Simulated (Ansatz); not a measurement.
# WS2: the cell at several levels of theory, part 1 of 3

How does the equilibrium cell of WS2 built on the 3R-MoS2 prototype depend on the functional? It is relaxed with PBE-D3(BJ), r2SCAN+rVV10 and PBE-D4.

The runs shown are made with Ansatz 0.2.0. PAW datasets, plane waves, zero pressure. (Simulation; spin polarisation is off.)

**1. The cell**

This is the cell as the run starts from it, not yet at rest; its lengths are not the crystal's.

It is trigonal, R3m (No. 160); a = 3.601 Å, c = 19.301 Å in the conventional setting, 24.09 Å³ an atom. W has 6 S at 2.72 Å; S has 3 W at 2.72 Å.

Structure file:

```cif
data_structure
_symmetry_space_group_name_H-M 'R3m:H'
_symmetry_Int_Tables_number 160
_cell_length_a 3.6014
_cell_length_b 3.6014
_cell_length_c 19.3014
_cell_angle_alpha 90.000
_cell_angle_beta 90.000
_cell_angle_gamma 120.000
_cell_volume 216.80
loop_
_atom_site_label
_atom_site_type_symbol
_atom_site_symmetry_multiplicity
_atom_site_Wyckoff_symbol
_atom_site_fract_x
_atom_site_fract_y
_atom_site_fract_z
_atom_site_occupancy
W1 W 3 a 0.00000 0.00000 0.00000 1
S1 S 3 a 0.33333 0.66667 0.09109 1
S2 S 3 a 0.00000 0.00000 0.24224 1
```

**2. Relaxing with PBE-D3(BJ)**

input.yaml

```yaml
crystal:
  lattice:
    - [1.80067839, 1.0396221532, 6.43378536]
    - [-1.80067839, 1.0396221532, 6.43378536]
    - [0.0, -2.0792443064, 6.43378536]
  atoms:
    - { symbol: W, position: [0.0, 0.0, 0.0] }
    - { symbol: S, position: [0.4244224088, 0.4244224088, 0.4244224088] }
    - { symbol: S, position: [0.2422442579, 0.2422442579, 0.2422442579] }
kpoints:
  mp_grid: { grid: [8, 8, 8] }
hamiltonian:
  xc: pbe
  dispersion: d3bj
scf:
  occupations: { method: fermi_dirac, width: 0.02 }
relax:
  f_tol: 0.005
  cell: {}
output:
  write_density: true
  write_potential: true
  elf: true
  volumetric_format: npy
```

Run with:

```
> ansatz run input.yaml --threads 2 --pin off --max-ram 2211MiB --backend cpu --events-out ev --progress --plain --runs-dir out
```

What it wrote:

```text
Warning: RAYON_NUM_THREADS=2 ignored (pool sized by the plan → 2); use --threads N
basis.fft_grid_basis auto: the FFT boxes are laid along the combinations [[1, -1, 0], [0, 1, 0], [0, -1, 1]] of the cell's own vectors, 3.601, 6.761 and 3.601 Å long. The dense box has 25×48×25 points. Along the cell's own vectors, as sized, it would have 48×48×48, 3.69 times as many. Of the 6 symmetry operations that the crystal satisfies within crystal.symmetry.tolerance (time reversal apart; of a slab, those that keep its plane) the dense box along the cell's own vectors carries 6, and the one as laid loses 4 of those. basis.fft_grid_basis: typed keeps the cell's own vectors: state it where this run's energies or levels are differenced outside the engine with another run's, or held beside a run that keeps those vectors. Those combinations have planes normal to reciprocal vector 3, as the cell's own vectors have. Each planar average written beside output.write_density, output.write_potential has a row for each plane of the box: 25. The volumetric files lie along those combinations, not along the cell's own vectors: a cube or XSF file states them, and fields.json those of NumPy files.
Engine: ansatz 0.2.0, aarch64-unknown-linux-gnu
Pseudopotentials: kind: paw
Pseudopotential: W, paw, valence charge 14, recommended cutoff 420 eV (normal), W.paw.azcp
Pseudopotential: S, paw, valence charge 6, recommended cutoff 420 eV (normal), S.paw.azcp
Functional definition: PBE
  parameter kappa = 0.804
  parameter beta = 0.06672455060314922
  exchange = pbe_x(kappa = kappa, mu = beta*pi^2/3)
  correlation = pbe_c(beta = beta)
Crystal: 3 atoms, lattice volume = 72.265 Å³
Basis set: ecut = 420 eV, 1407 PW (Γ), FFT grids on a1−a2, a2, −a2+a3, exchange–correlation on 50×96×50 points (8 copies of the dense FFT grid, shifted against one another)
Bands: 17, of which v1, the nominal top of the filled ones, is band 13 counted from 1 (12 counted from 0)
Symmetry: 6 space group operations
Space group: R3m (ITA 160), of the structure as read, at distance tolerance 4.2e-5 Å
k-points: 65 of 512 (time reversal used)
Non-local potential: W, projectors of the file, l = 0: 3, l = 1: 2, l = 2: 2, l = 3: 1
Non-local potential: S, projectors of the file, l = 0: 2, l = 1: 2, l = 2: 2
PAW form: soft (Blöchl's): semilocal exchange-correlation on the pseudo side does not see the compensation charge
PAW one-centre angular grid: W, 590 points (default); XC on 64 Gauss nodes
PAW one-centre angular grid: S, 110 points (default); XC on 64 Gauss nodes
Initial density: superposition of atomic densities (neutral atoms: chi_scale 0, normalization atom), corrected by the library's trained network
Initial wavefunctions: pseudopotential atomic-orbital guess
Functional: x = pbe(κ = 0.804, μ = 0.2195149727645171), c = pbe(β = 0.06672455060314922)
SCF iter   1: F=—  HF=-12189.960524 eV  |F-HF|=—  |Δ(HF+E_count)|=         —  Δρ=6.04e-3  dr2=5.72e-2  ethr=1.77e-3  ⟨swp⟩=6.0  Hψ=6008  notcnv=0
preconditioner: auto → none  [insulator: Δε(μ)=0.870 eV  Ē_g=6.533 eV  σ=0.020 eV  W_gap=1.00  n_scr=16 (ndim 8)  ℏωp=18.5 eV  f_vac=0.022  D(μ)=0.00/eV (n_scr^D=0)  ε∞_Penn≈9.0]
SCF iter   2: F=—  HF=-12190.011141 eV  |F-HF|=—  |Δ(HF+E_count)|=   5.06e-2  Δρ=1.30e-2  dr2=4.34e-1  ethr=2.20e-4  ⟨swp⟩=3.3  Hψ=2404  notcnv=0  recentre
SCF iter   3: F=—  HF=-12189.957605 eV  |F-HF|=—  |Δ(HF+E_count)|=   5.35e-2  Δρ=2.75e-3  dr2=4.10e-3  ethr=2.20e-4  ⟨swp⟩=3.0  Hψ=1932  notcnv=0
SCF iter   4: F=—  HF=-12189.960132 eV  |F-HF|=—  |Δ(HF+E_count)|=   2.53e-3  Δρ=5.50e-4  dr2=2.07e-4  ethr=1.58e-5  ⟨swp⟩=2.0  Hψ=2280  notcnv=0
SCF iter   5: F=—  HF=-12189.960217 eV  |F-HF|=—  |Δ(HF+E_count)|=   8.46e-5  Δρ=2.68e-4  dr2=1.09e-4  ethr=7.94e-7  ⟨swp⟩=2.0  Hψ=1596  notcnv=0
SCF iter   6: F=—  HF=-12189.960210 eV  |F-HF|=—  |Δ(HF+E_count)|=   6.42e-6  Δρ=8.76e-5  dr2=3.48e-6  ethr=4.20e-7  ⟨swp⟩=2.2  Hψ=1434  notcnv=0
SCF iter   7: F=—  HF=-12189.960245 eV  |F-HF|=—  |Δ(HF+E_count)|=   3.45e-5  Δρ=2.80e-5  dr2=3.43e-7  ethr=1.34e-8  ⟨swp⟩=2.0  Hψ=1599  notcnv=0
SCF iter   8: F=-12189.960245 eV  HF=-12189.960245 eV  |F-HF|=1.19e-8  |Δ(HF+E_count)|=   2.43e-7  Δρ=5.86e-6  dr2=9.30e-9  ethr=3.85e-10  ⟨swp⟩=9.0  Hψ=7090  notcnv=0
WARN: dispersion: an atom stands within reach of a switch of its C6 between two reference coordination numbers of its element: through that C6 alone, e_disp changes by 0.025 eV or more while the distances to its neighbours run over a stretch of 0.05 Å that contains this geometry (sites counted from 0 in the run's list of atoms or, in a supercell that it derives, in that cell's: here a list of 3) — site 0 (W): coordination number 6.234 (about 5.77 to 6.70 with every neighbour 0.05 Å farther or nearer), switch near 6.422 between the references 1.929 (weight 1.00) and 10.915 (weight 0.00), e_disp changing by some 0.12 eV. This is how the published method behaves, and the energy and the forces stay consistent. Where you compare this geometry's total energy with another's, compare their components.e_disp too, and, where the geometries are yours to choose, keep both on one side of the switch, which a site's coordination number tells: a relaxation that ends in reach of it can search the other side under relax.adjacent_minimum: search, except where no move that the cell, the constraints and the symmetry allow carries the atom there
SCF 1 converged in 8 iterations: F = -12189.960245 eV  dr2 = 9.30e-9
relax step   1: F+E_penalty+E_count = -12189.96024488 eV  Δ(F+E_penalty+E_count) = +0.000e0 eV  max|allowed force component| = 3.587e0 eV/Å  Δτ_max = 0.0000 Å  P = -28.690 GPa  Ω = 72.265 Å³  (8 SCF iters, dr2 threshold 1.00e-7 eV, accepted)
Crystal: 3 atoms, lattice volume = 63.318 Å³
Basis set: ecut = 420 eV, 1245 PW (Γ), FFT grids on a1−a2, a2, −a2+a3, exchange–correlation on 50×96×50 points (8 copies of the dense FFT grid, shifted against one another)
Initial density: handed on by an earlier stage of this run
Initial wavefunctions: those handed on with the density
iter 1 solved again at ethr=9.53e-4 eV; its pass at ethr=3.10e-3 eV (dr2=2.48e-1 eV) is discarded
SCF iter   1: F=—  HF=-12192.019927 eV  |F-HF|=—  |Δ(HF+E_count)|=         —  Δρ=1.55e-2  dr2=2.52e-1  ethr=9.53e-4  ⟨swp⟩=1.0  Hψ=7658  notcnv=0
preconditioner: auto → none  [insulator: Δε(μ)=0.131 eV  Ē_g=7.874 eV  σ=0.020 eV  W_gap=0.83  n_scr=16 (ndim 8)  ℏωp=19.8 eV  f_vac=0.030  D(μ)=0.09/eV (n_scr^D=0)  ε∞_Penn≈7.3]
SCF iter   2: F=—  HF=-12192.050248 eV  |F-HF|=—  |Δ(HF+E_count)|=   3.03e-2  Δρ=1.57e-2  dr2=4.82e-1  ethr=9.53e-4  ⟨swp⟩=3.0  Hψ=2004  notcnv=0
SCF iter   3: F=—  HF=-12191.969636 eV  |F-HF|=—  |Δ(HF+E_count)|=   8.06e-2  Δρ=5.44e-3  dr2=1.25e-2  ethr=9.53e-4  ⟨swp⟩=2.9  Hψ=2037  notcnv=0
SCF iter   4: F=—  HF=-12191.967599 eV  |F-HF|=—  |Δ(HF+E_count)|=   2.04e-3  Δρ=1.28e-3  dr2=5.12e-4  ethr=4.82e-5  ⟨swp⟩=2.6  Hψ=1904  notcnv=0
SCF iter   5: F=—  HF=-12191.967676 eV  |F-HF|=—  |Δ(HF+E_count)|=   7.70e-5  Δρ=3.01e-4  dr2=3.49e-5  ethr=1.97e-6  ⟨swp⟩=2.1  Hψ=1628  notcnv=0
SCF iter   6: F=—  HF=-12191.967680 eV  |F-HF|=—  |Δ(HF+E_count)|=   3.76e-6  Δρ=9.70e-5  dr2=1.24e-5  ethr=1.34e-7  ⟨swp⟩=2.0  Hψ=1599  notcnv=0
SCF iter   7: F=—  HF=-12191.967678 eV  |F-HF|=—  |Δ(HF+E_count)|=   1.57e-6  Δρ=4.27e-5  dr2=2.04e-6  ethr=4.76e-8  ⟨swp⟩=2.0  Hψ=1575  notcnv=0
SCF iter   8: F=-12191.967678 eV  HF=-12191.967678 eV  |F-HF|=2.64e-8  |Δ(HF+E_count)|=   2.64e-7  Δρ=1.38e-5  dr2=8.97e-8  ethr=1.15e-9  ⟨swp⟩=8.2  Hψ=7826  notcnv=0
SCF 2 converged in 8 iterations: F = -12191.967678 eV  dr2 = 8.97e-8
relax step   2: F+E_penalty+E_count = -12191.96767797 eV  Δ(F+E_penalty+E_count) = -2.007e0 eV  max|allowed force component| = 2.167e-1 eV/Å  Δτ_max = 0.1950 Å  P = -14.199 GPa  Ω = 63.318 Å³  energy of the carried Pulay correction = +8.208e-4 eV  (8 SCF iters, dr2 threshold 3.00e-7 eV, accepted)
Crystal: 3 atoms, lattice volume = 56.881 Å³
Basis set: ecut = 420 eV, 1125 PW (Γ), FFT grids on a1−a2, a2, −a2+a3, exchange–correlation on 50×96×50 points (8 copies of the dense FFT grid, shifted against one another)
iter 1 solved again at ethr=5.62e-4 eV; its pass at ethr=3.10e-3 eV (dr2=1.46e-1 eV) is discarded
SCF iter   1: F=—  HF=-12192.557753 eV  |F-HF|=—  |Δ(HF+E_count)|=         —  Δρ=7.45e-3  dr2=1.47e-1  ethr=5.62e-4  ⟨swp⟩=1.0  Hψ=7941  notcnv=0
preconditioner: auto → none  [insulator: Δε(μ)=0.588 eV  Ē_g=8.576 eV  σ=0.020 eV  W_gap=1.00  n_scr=16 (ndim 8)  ℏωp=20.9 eV  f_vac=0.020  D(μ)=0.00/eV (n_scr^D=0)  ε∞_Penn≈6.9]
SCF iter   2: F=—  HF=-12192.591553 eV  |F-HF|=—  |Δ(HF+E_count)|=   3.38e-2  Δρ=1.34e-2  dr2=3.62e-1  ethr=5.62e-4  ⟨swp⟩=3.0  Hψ=2023  notcnv=0  recentre
SCF iter   3: F=—  HF=-12192.530360 eV  |F-HF|=—  |Δ(HF+E_count)|=   6.12e-2  Δρ=2.38e-3  dr2=6.85e-3  ethr=5.62e-4  ⟨swp⟩=3.0  Hψ=2181  notcnv=0
SCF iter   4: F=—  HF=-12192.529348 eV  |F-HF|=—  |Δ(HF+E_count)|=   1.01e-3  Δρ=9.07e-4  dr2=2.63e-4  ethr=2.64e-5  ⟨swp⟩=2.0  Hψ=1751  notcnv=0
SCF iter   5: F=—  HF=-12192.529436 eV  |F-HF|=—  |Δ(HF+E_count)|=   8.83e-5  Δρ=1.23e-4  dr2=1.12e-5  ethr=1.01e-6  ⟨swp⟩=2.2  Hψ=1665  notcnv=0
SCF iter   6: F=—  HF=-12192.529435 eV  |F-HF|=—  |Δ(HF+E_count)|=   1.54e-6  Δρ=2.97e-5  dr2=8.39e-7  ethr=4.31e-8  ⟨swp⟩=2.0  Hψ=1690  notcnv=0
SCF iter   7: F=—  HF=-12192.529435 eV  |F-HF|=—  |Δ(HF+E_count)|=   2.14e-7  Δρ=2.22e-5  dr2=1.00e-6  ethr=1.15e-9  ⟨swp⟩=10.6  Hψ=8070  notcnv=0
SCF iter   8: F=-12192.529435 eV  HF=-12192.529435 eV  |F-HF|=5.69e-10  |Δ(HF+E_count)|=   1.94e-7  Δρ=5.22e-6  dr2=1.23e-8  ethr=1.15e-9  ⟨swp⟩=8.0  Hψ=7841  notcnv=0
SCF 3 converged in 8 iterations: F = -12192.529435 eV  dr2 = 1.23e-8
relax step   3: F+E_penalty+E_count = -12192.52943469 eV  Δ(F+E_penalty+E_count) = -5.618e-1 eV  max|allowed force component| = 5.422e-1 eV/Å  Δτ_max = 0.0171 Å  P = -4.068 GPa  Ω = 56.881 Å³  energy of the carried Pulay correction = +1.482e-3 eV  (8 SCF iters, dr2 threshold 3.00e-7 eV, accepted)
[... 11 lines left out ...]
relax step   4: F+E_penalty+E_count = -12192.63221959 eV  Δ(F+E_penalty+E_count) = -1.028e-1 eV  max|allowed force component| = 3.082e-1 eV/Å  Δτ_max = 0.1458 Å  P = +2.202 GPa  Ω = 50.039 Å³  energy of the carried Pulay correction = +2.261e-3 eV  (6 SCF iters, dr2 threshold 3.00e-7 eV, accepted)
[... 12 lines left out ...]
relax step   5: F+E_penalty+E_count = -12192.65991248 eV  Δ(F+E_penalty+E_count) = -2.769e-2 eV  max|allowed force component| = 2.069e-2 eV/Å  Δτ_max = 0.0569 Å  P = -0.486 GPa  Ω = 52.476 Å³  energy of the carried Pulay correction = +1.974e-3 eV  (7 SCF iters, dr2 threshold 3.00e-7 eV, accepted)
[... 12 lines left out ...]
relax step   6: F+E_penalty+E_count = -12192.66030063 eV  Δ(F+E_penalty+E_count) = -3.882e-4 eV  max|allowed force component| = 1.033e-2 eV/Å  Δτ_max = 0.0042 Å  P = +0.038 GPa  Ω = 52.187 Å³  energy of the carried Pulay correction = +2.007e-3 eV  (6 SCF iters, dr2 threshold 3.00e-7 eV, accepted)
[... 12 lines left out ...]
relax step   7: F+E_penalty+E_count = -12192.66030988 eV  Δ(F+E_penalty+E_count) = -9.246e-6 eV  max|allowed force component| = 3.693e-4 eV/Å  Δτ_max = 0.0012 Å  P = -0.001 GPa  Ω = 52.165 Å³  energy of the carried Pulay correction = +2.010e-3 eV  (6 SCF iters, accepted)
Basis set: ecut = 420 eV, 999 PW (Γ), FFT grids on a1−a2, a2, −a2+a3, exchange–correlation on 48×90×48 points (8 copies of the dense FFT grid, shifted against one another)
Initial wavefunctions: pseudopotential atomic-orbital guess (no wavefunctions were taken with the density)
iter 1 solved again at ethr=3.12e-7 eV; its pass at ethr=3.10e-3 eV (dr2=8.11e-5 eV) is discarded
SCF iter   1: F=—  HF=-12192.658622 eV  |F-HF|=—  |Δ(HF+E_count)|=         —  Δρ=3.38e-4  dr2=7.63e-6  ethr=3.12e-7  ⟨swp⟩=3.0  Hψ=9497  notcnv=0
SCF iter   2: F=—  HF=-12192.658621 eV  |F-HF|=—  |Δ(HF+E_count)|=   6.76e-7  Δρ=1.66e-4  dr2=1.73e-6  ethr=2.94e-8  ⟨swp⟩=1.4  Hψ=1345  notcnv=0
SCF iter   3: F=—  HF=-12192.658622 eV  |F-HF|=—  |Δ(HF+E_count)|=   1.46e-6  Δρ=1.01e-5  dr2=3.75e-8  ethr=6.64e-9  ⟨swp⟩=2.3  Hψ=1923  notcnv=0
SCF iter   4: F=—  HF=-12192.658622 eV  |F-HF|=—  |Δ(HF+E_count)|=  8.48e-10  Δρ=4.03e-6  dr2=1.55e-8  ethr=1.44e-10  ⟨swp⟩=2.6  Hψ=1829  notcnv=0
SCF iter   5: F=—  HF=-12192.658622 eV  |F-HF|=—  |Δ(HF+E_count)|=   1.69e-9  Δρ=1.66e-6  dr2=1.34e-9  ethr=5.97e-11  ⟨swp⟩=2.2  Hψ=1398  notcnv=0
SCF iter   6: F=—  HF=-12192.658622 eV  |F-HF|=—  |Δ(HF+E_count)|=  2.00e-10  Δρ=3.68e-7  dr2=8.83e-11  ethr=5.14e-12  ⟨swp⟩=2.1  Hψ=1567  notcnv=0
SCF iter   7: F=-12192.658622 eV  HF=-12192.658622 eV  |F-HF|=1.27e-11  |Δ(HF+E_count)|=  3.64e-12  Δρ=4.58e-8  dr2=1.15e-12  ethr=1.00e-12  ⟨swp⟩=7.0  Hψ=5331  notcnv=0
SCF 8 converged in 7 iterations: F = -12192.658622 eV  dr2 = 1.15e-12
relax step   8: F+E_penalty+E_count = -12192.65862247 eV  Δ(F+E_penalty+E_count) = +1.687e-3 eV  max|allowed force component| = 9.120e-4 eV/Å  Δτ_max = 0.0000 Å  P = -0.006 GPa  Ω = 52.165 Å³  stress off target by 9.12e-3 GPa  SCF on the basis re-selected at this cell (its energy is not comparable with the rows above)  (7 SCF iters)
basis re-selected at this cell: Δ(F+E_penalty+E_count) = +1.687e-3 eV, ΔP = -0.005 GPa vs the last step (what re-selecting the basis moved, of the pressure what is left beyond the Pulay correction that the steps carried, after the strain that the cell walked since its last selection, with what the two solves' SCF thresholds leave and, on support functions, any second-order correction that the steps lacked; it is no measure of the basis error at this ecutwfc). The dense FFT grid was sized anew with the basis: this SCF ran on 24×45×24 points, the steps before it on 25×48×25, so part of this shift can come from that change (see relax.cell in the input reference). This SCF's stress stands 9.12e-3 GPa from its target on what of the cell is left free (relax.cell.stress_tol is 5.00e-2 GPa) and its largest allowed force component is 9.12e-4 eV/Å (relax.f_tol is 5.00e-3 eV/Å): within both
SCF converged after 7 iterations
Free energy (F): -12192.658622 eV
Harris-Foulkes:  -12192.658622 eV  (|F-HF|=1.27e-11)
Internal energy: -12192.658622 eV  (E = F + TS)
E sigma→0 (E₀):  -12192.658622 eV
Fermi energy:    12.676593 eV
--- Per-component energies (eV) ---
  E_band       = -177.465888
  E_kinetic    = 667.318849
  E_local      = -1663.694499  (includes V_loc(G=0)·N_el)
  E_nonlocal   = 57.431773
  E_hartree    = 656.147674
  E_xc         = -462.623386
  E_vxc        = -415.681207  (∫ρ·V_xc dr)
  E_paw        = -9763.169831  (= ΣΔE_a)
  E_vpaw       = -135.136069  (= ΣTr[D̂ρ^β])
  E_aug_tail   = -0.000062  (compensation charges beyond the density's cutoff)
  E_ewald      = -1682.759284
  E_disp       = -1.309858  (pairwise vdW)
  E_smearing   = -0.000000  (= −TS)
  E_closure    = 0.000000  (closes the sum)
  Σ components = -12192.658622   (vs F -12192.658622, Δ=0.00e0)
--- Forces (eV/Å), atoms counted from 1 ---
  atom   1  W      0.00000000    -0.00000000    -0.00000406
  atom   2  S      0.00000000    -0.00000000     0.00091197
  atom   3  S      0.00000000     0.00000000    -0.00090794
  max |Σ_I F_I| component: 3.13e-8 eV/Å
--- Stress (GPa, compression-positive) ---
       -0.009125       0.000000      -0.000000
        0.000000      -0.009125      -0.000000
       -0.000000      -0.000000       0.001142
  P = ⅓ Tr σ = -0.0057 GPa (-0.057 kbar)
--- Band table (eV; the first three rows and the last of 65) ---
  k-point 0: bands = ["-62.4736", "-26.7749", "-26.5934", "-26.5934", "-3.5950", "-1.5356", "4.3428", "8.6095", "8.6095", "9.8217", "9.8217", "10.7433", "10.8237", "14.2895", "14.2895", "14.6007", "14.6007"]
  k-point 1: bands = ["-62.4709", "-26.7650", "-26.6478", "-26.6060", "-3.3297", "-1.4633", "4.6690", "7.9799", "8.8681", "9.0199", "9.4298", "10.6878", "10.9665", "13.8976", "14.3498", "14.3904", "14.7359"]
  k-point 2: bands = ["-62.4642", "-26.7769", "-26.7411", "-26.6363", "-2.6202", "-1.2702", "5.3775", "6.8578", "7.7857", "8.7062", "9.5035", "10.2242", "10.4694", "13.4460", "14.1316", "15.0141", "15.4243"]
  k-point 64: bands = ["-62.4736", "-26.7750", "-26.5934", "-26.5934", "-3.2981", "-2.0886", "5.5811", "8.1206", "8.5858", "8.5858", "9.8706", "9.8706", "12.1714", "14.3728", "14.3728", "14.4565", "14.4565"]
--- Relaxed structure (7 steps of the walk, 7 accepted, 1 SCFs on fresh bases) ---
  F+E_penalty+E_count = -12192.65862247 eV   max|allowed force component| = 9.120e-4 eV/Å   (the final SCF, on the basis selected at the relaxed cell)
  cell:  # Å, volume = 52.1647 Å³
    - [1.5787673125683117, 0.9115017328990969, 6.041573615792144]
    - [-1.5787673125683117, 0.9115017328990969, 6.041573615792144]
    - [-4.9093485620320655e-34, -1.8230034657981946, 6.041573615792144]
  atoms:
    - { symbol: W, position: [-2.3100398789552917e-5, -2.3100398789552917e-5, -2.3100398789552906e-5] }
    - { symbol: S, position: [0.4201088908429707, 0.4201088908429707, 0.42010889084297065] }
    - { symbol: S, position: [0.2465808762558188, 0.2465808762558188, 0.24658087625581876] }
```

It took 64 s on 2 threads of Arm Neoverse N1, shared host; peak memory 0.41 GiB.

Ionic steps:

| step | energy change (meV/atom) | largest force (eV/Å) | pressure (GPa) | volume (Å³/atom) |
| --- | --- | --- | --- | --- |
| 1 | 0.0 | 3.5873 | -28.69 | 24.088 |
| 2 | -669.1 | 0.2167 | -14.20 | 21.106 |
| 3 | -856.4 | 0.5422 | -4.07 | 18.960 |
| 4 | -890.7 | 0.3082 | 2.20 | 16.680 |
| 5 | -899.9 | 0.0207 | -0.49 | 17.492 |
| 6 | -900.0 | 0.0103 | 0.04 | 17.396 |
| 7 | -900.0 | 0.0004 | 0.00 | 17.388 |
| 8 | -899.5 | 0.0009 | -0.01 | 17.388 |

Step 8 solves the same cell on a plane-wave basis chosen anew, so the energy can jump there without a move.

The table lists every geometry solved, with passes on a fresh basis, whose energies don't compare exactly with the rows above.

```
                       before   after    change
                a (Å)   3.601   3.158  -12.32 %
                c (Å)  19.301  18.125   -6.10 %
     volume (Å³/atom)  24.088  17.388  -27.81 %
shortest distance (Å)   2.723   2.407  -11.60 %
          space group     R3m     R3m      same
```

Axes a, b and c in the maps are those of this run's conventional cell (a, b, c = 3.158, 3.158, 18.125 Å).

Density in a lattice plane of the grid's cell (edges 3.16 and 18.12 Å, at 0.000 of the third edge), which holds W and S.

Ten even steps from '0' (0.00 e/Å³) to '9' (4.38 e/Å³):
```
210101
000100
000000
000000
001110
000100
001110
001110
000000
000000
220002
121012
001110
110001
021012
110001
000000
000100
210101
891019
```
Columns run along the first of these edges and rows up along the second, over one cell in 6 and 20 even steps from the bottom left corner. Atoms in the plane (fractional): W at (0.00, 1.00), S at (0.00, 0.42), S at (0.00, 0.25).

ELF in the same plane.

Ten even steps from ' ' (0.00) to '@' (0.94):
```
==::++**++::
..--##%%##--
    ..::..  
    ==**==  
  ::##@@##::
::::::--::::
==--::::::--
  ::##%%##::
  ..**%%**..
==..      ..
%%@@**  **@@
..####..####
----::--::--
****::..::**
  **##..##**
@@@@==  ==@@
    ..--..  
..--##%%##--
==::++**++::
  ##::--::##
```
Columns run along the first of these edges and rows up along the second, over one cell in 6 and 20 even steps from the bottom left corner. Atoms in the plane (fractional): W at (0.00, 1.00), S at (0.00, 0.42), S at (0.00, 0.25).

Both are smooth fields of the valence electrons: close to the nuclei they are not physical.

Outside the cores ELF peaks at 0.95 beside S, off the lines to its neighbours, 0.9 Å from S; 0.87 on the S–W line, 0.8 Å from S; 0.87 in the shell around S, 0.8 Å from S.

(Continued in part 2 of 3.)
